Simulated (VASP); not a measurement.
Write the native input for VASP 6.6.1 that does the following.

- Task: work function
- Functional: PBE
- Potentials or basis: VASP PAW PBE potentials, release 64 (Se, Pt)
- Cutoff: 520 eV
- k mesh: 12 × 12 × 1
- Occupations: gaussian, width 0.03 eV
- Spin: no spin polarisation
- Dipole correction: yes
- Further INCAR settings: ALGO = Fast; EDIFF = 1e-06

The structure of PtSe2 lies in POSCAR:

```
PtSe2                                   
1.0
    3.6892124750     -0.0000000000      0.0000000000
   -1.8446062375      3.1949517270      0.0000000000
    0.0000000000      0.0000000000     18.6200000000
  Se              Pt            
     2     1
Direct
     0.3333330000000032    0.6666669999999968    0.4287803042548727
     0.6666669999999968    0.3333330000000032    0.5712196957451272
     0.0000000000000000    0.0000000000000000    0.5000000000000000
```

The cell was built by a generator and needn't be a form met in nature.

One way to write it, as run:

INCAR

```
SYSTEM = PtSe2
PREC     = Accurate       ! precision mode
ENCUT    = 520            ! plane-wave cutoff, eV
EDIFF    = 1E-6           ! SCF threshold, eV
ISMEAR   = 0              ! smearing method
SIGMA    = 0.03           ! smearing width, eV
LREAL    = .False.        ! projectors in reciprocal space
LASPH    = .True.         ! aspherical terms in the spheres
NELM     = 80             ! most SCF steps
ALGO     = Fast           ! electronic algorithm
ISIF     = 2              ! what is computed and relaxed
LWAVE    = .False.        ! write WAVECAR
LCHARG   = .True.         ! write CHGCAR
LDIPOL   = .True.       
IDIPOL   = 3            
DIPOL    = 0.5 0.5 0.500
GGA      = PE             ! functional
LVHAR    = .True.       
LVACPOTAV= .True.       
KPAR     = 4
```

KPOINTS

```
regular mesh
0
Gamma
  12 12 1
  0 0 0
```

Potentials or basis: VASP PAW PBE potentials, release 64 (Se, Pt).

Launch:

```sh
$ cat potpaw_PBE.64/Se/POTCAR potpaw_PBE.64/Pt/POTCAR > POTCAR
$ mpirun -np 4 vasp_std > vasp.out
```

It gave:

```
Largest force                          : 0.177 eV/Å
Band gap on the k mesh                 : 1.37 eV, indirect (least direct gap 1.69 eV)
Ionisation potential of the upper face : 5.62 eV
```

Caveat: spin-orbit coupling is left out, which moves the levels of the heavy elements.

It took 31 s on 4 MPI ranks on Intel(R) Xeon(R) Platinum 8488C (Sapphire Rapids), with other jobs on the host, peak memory 0.35 GiB a rank.
